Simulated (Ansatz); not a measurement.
O: computed properties

Computed with Ansatz, DFT PBE+D3(BJ), scalar-relativistic, plane waves, PAW.

Plane waves to 420 eV, a k mesh through Γ of 10×10×8 on the computed 2-atom cell and Gaussian smearing (0.02 eV); collinear spin from starting moments 0.61 0.61 μB.

The structure is relaxed at this level of theory with its symmetry kept. Whether it is the stable form of this composition wasn't checked.

Symmetry: C2/m, No. 12, monoclinic system. The conventional cell has a = 6.120 Å, b = 3.577 Å, c = 4.541 Å, α = 90.00°, β = 124.00°, γ = 90.00°. O (site symmetry m) has 1 O at 1.22 Å as nearest neighbours.

```json
{"Volume per atom": "20.61 Å³", "Kohn–Sham band gap": "1.58 eV, indirect from Y2 to L2", "Löwdin character of the top 1 eV of the valence band": "O 2p 100 %", "Löwdin character of the lowest 1 eV of the conduction band": "O 2p 99 %", "Electron masses at the edge by Cartesian direction of the standard setting (m_e; degenerate bands sorted by energy; no spin-orbit coupling)": "x: 6.8; y: 3.1; z: 2.3", "Hole masses at the edge by Cartesian direction of the standard setting (m_e; degenerate bands sorted by energy; no spin-orbit coupling)": "x: over 30; y: 3.7; z: 5.1", "Bulk modulus": "2.8 GPa", "Its pressure derivative": "2.8", "Electronic dielectric constant xx, yy, zz of the standard setting (independent particles)": "1.7, 1.5, 2.4", "Bader charges (e)": "O (2 in the cell) 0.00", "Total moment": "2.00 μB per cell", "Site moments (μB; atoms counted from 1 over the whole cell)": "O (atom 1) 0.56, O (atom 2) 0.56"}
```

Only this magnetic start was tried.

Cost: 12 runs of about 15 core-minutes in all, on Arm Neoverse V1 (shared hosts).